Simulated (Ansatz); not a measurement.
# GaAs (F-43m): a single-point run

Wanted: a converged single-point run for GaAs (F-43m), and a check of what comes out. The structure is shown as the input types it.

Method: DFT PBE, scalar-relativistic, plane waves, PAW, in Ansatz 0.2.0.

## Step 1: Starting point

It takes space group F-43m (No. 216, cubic). The conventional cell has a = 2.992 Å, b = 2.992 Å, c = 2.992 Å, α = 90.00°, β = 90.00°, γ = 90.00°. Ga (site symmetry -43m) is surrounded by 4 As at 1.30 Å. As (site symmetry -43m) has 4 Ga at 1.30 Å in its first shell of neighbours.

Structure file:

```cif
data_structure
_symmetry_space_group_name_H-M 'P 1'
_symmetry_Int_Tables_number 1
_cell_length_a 2.1155
_cell_length_b 2.1155
_cell_length_c 2.1155
_cell_angle_alpha 60.000
_cell_angle_beta 60.000
_cell_angle_gamma 60.000
_cell_volume 6.69
loop_
_atom_site_label
_atom_site_type_symbol
_atom_site_fract_x
_atom_site_fract_y
_atom_site_fract_z
_atom_site_occupancy
Ga1 Ga 0.00000 0.00000 0.00000 1
As1 As 0.75000 0.75000 0.75000 1
```

## Step 2: The calculation

input.yaml reads:

```yaml
crystal:
  lattice:
    - [0.0, 1.49590429, 1.49590429]
    - [1.49590429, 0.0, 1.49590429]
    - [1.49590429, 1.49590429, 0.0]
  atoms:
    - { symbol: Ga, position: [0.0, 0.0, 0.0] }
    - { symbol: As, position: [0.75, 0.75, 0.75] }
basis:
  ecutwfc: 420
  ecutrho_ratio: 4
kpoints:
  mp_grid: { grid: [8, 8, 8] }
hamiltonian:
  xc: pbe
scf:
  occupations: { method: gaussian, width: 0.05 }
  max_iter: 75
output:
  forces: true
  stress: true
```

The run is started by

```bash
$ ansatz run input.yaml --threads 4 --pin off --max-ram 8192MiB --backend cpu --events-out ev --progress --plain --runs-dir out
```

What happens when this is run?

The program finished normally. It gives a pressure of 7489 GPa, which is large; a structure far from rest gives such values too, whatever the setting.

The structure is shrunk by the factor 0.529 between bohr and ångström. The shortest distance in the input is 1.30 Å, between atoms 1 (Ga) and 2 (As).

The cure: remove the wrong conversion.
